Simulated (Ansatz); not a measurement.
Set up this calculation in Ansatz 0.2.0, as the native input.

```yaml
Task: single point
Functional: PBE
Potentials_or_basis: all-electron LAPW, scalar-relativistic
Cutoff: 245 eV (chosen from the basis error)
Basis_error_allowed: 0.001 eV/atom
k_mesh: 8 × 8 × 8
Occupations: gaussian, width 0.022 eV
Spin: no spin polarisation
```

InP:

```
CELL_PARAMETERS angstrom
0.00000 2.93050 2.93050
2.93050 0.00000 2.93050
2.93050 2.93050 0.00000
ATOMIC_POSITIONS crystal
In 0.00000 0.00000 0.00000
P 0.75000 0.75000 0.75000
```

These files were run (other wordings do the same):

input.yaml

```yaml
crystal:
  lattice:
    - [0.0, 2.9305, 2.9305]
    - [2.9305, 0.0, 2.9305]
    - [2.9305, 2.9305, 0.0]
  atoms:
    - { symbol: In, position: [0.0, 0.0, 0.0] }
    - { symbol: P, position: [0.75, 0.75, 0.75] }
kpoints:
  mp_grid: { grid: [8, 8, 8] }
scf:
  occupations: { method: gaussian, width: 0.022 }
hamiltonian:
  xc: pbe
  pseudopotentials: { kind: all_electron, lapw: { basis_error: 0.001 } }
output:
  forces: true
  stress: true
  eigenvalues: true
```

Potentials or basis: all-electron LAPW, scalar-relativistic.

Command:

```sh
$ ansatz run input.yaml --threads 1 --pin off --max-ram 3072MiB --backend cpu --events-out ev --progress --plain --runs-dir out
```

It gave:

The pressure is 3.3 GPa. The band gap on the k mesh is 0.71 eV, direct.

Caveat: spin-orbit coupling is left out, which moves the levels of the heavy elements.

Wall time 21 s on 1 thread of Intel(R) Xeon(R) Processor @ 2.50GHz (Skylake/Cascade Lake), on a shared host, peak memory 0.3 GiB.
